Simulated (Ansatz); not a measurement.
# GaN: the cost of one run

Method: DFT PBE, scalar-relativistic, plane waves, PAW, in Ansatz 0.2.0.

The COD entry's cell or inner coordinates are ideal or old and differ from later refinements, so a difference from it is no clean test against experiment.

2 further runs of the same task are left out: 2 set aside as unsound or not needed. Runs told in other sessions of the task aren't counted.

## 1. The system as given

Symmetry: P6_3mc, No. 186, hexagonal system. Conventional cell: a = 3.218 Å, b = 3.218 Å, c = 5.243 Å, α = 90.00°, β = 90.00°, γ = 120.00°. Around Ga (site symmetry 3m) lie 4 N at 1.97 to 1.98 Å. N (site symmetry 3m) is surrounded by 4 Ga at 1.97 to 1.98 Å.

Coordinates:

```cif
data_structure
_symmetry_space_group_name_H-M 'P6_3mc'
_symmetry_Int_Tables_number 186
_cell_length_a 3.2184
_cell_length_b 3.2184
_cell_length_c 5.2430
_cell_angle_alpha 90.000
_cell_angle_beta 90.000
_cell_angle_gamma 120.000
_cell_volume 47.03
loop_
_atom_site_label
_atom_site_type_symbol
_atom_site_symmetry_multiplicity
_atom_site_Wyckoff_symbol
_atom_site_fract_x
_atom_site_fract_y
_atom_site_fract_z
_atom_site_occupancy
Ga1 Ga 2 b 0.33333 0.66667 0.49913 1
N1 N 2 b 0.33333 0.66667 0.87587 1
```

It is built from the cell relaxed beforehand with the same method (11.76 Å³/atom).

## 2. The reference: the undisturbed cell on the scan's mesh

The input, input.yaml:

```yaml
crystal:
  lattice:
    - [1.6092144556, -2.7872411973, 0.0]
    - [0.0, 0.0, -5.2430304416]
    - [9.6552867333, 5.5744823947, 0.0]
  atoms:
    - { symbol: Ga, position: [0.5, 0.000868313, 0.0833333333] }
    - { symbol: Ga, position: [1.0, 0.000868313, 0.3333333333] }
    - { symbol: Ga, position: [0.5, 0.000868313, 0.5833333333] }
    - { symbol: Ga, position: [0.0, 0.000868313, 0.8333333333] }
    - { symbol: Ga, position: [1.0, 0.500868313, 0.1666666667] }
    - { symbol: Ga, position: [0.5, 0.500868313, 0.4166666667] }
    - { symbol: Ga, position: [1.0, 0.500868313, 0.6666666667] }
    - { symbol: Ga, position: [0.5, 0.500868313, 0.9166666667] }
    - { symbol: "N", position: [0.5, 0.624131687, 0.0833333333] }
    - { symbol: "N", position: [1.0, 0.624131687, 0.3333333333] }
    - { symbol: "N", position: [0.5, 0.624131687, 0.5833333333] }
    - { symbol: "N", position: [0.0, 0.624131687, 0.8333333333] }
    - { symbol: "N", position: [1.0, 0.124131687, 0.1666666667] }
    - { symbol: "N", position: [0.5, 0.124131687, 0.4166666667] }
    - { symbol: "N", position: [1.0, 0.124131687, 0.6666666667] }
    - { symbol: "N", position: [0.5, 0.124131687, 0.9166666667] }
basis:
  ecutwfc: 420
kpoints:
  mp_grid: { grid: [8, 5, 3] }
hamiltonian:
  xc: pbe
scf:
  occupations: { method: gaussian, width: 0.05 }
output:
  forces: true
  stress: true
  eigenvalues: true
```

On the command line:

```
$ ansatz run input.yaml --threads 2 --pin off --max-ram 5120MiB --backend cpu --events-out ev --progress --plain --runs-dir out
```

What time and memory should one allow on 2 threads of Arm Neoverse V1, shared host?

About 25 s, with a peak of 0.65 GiB.
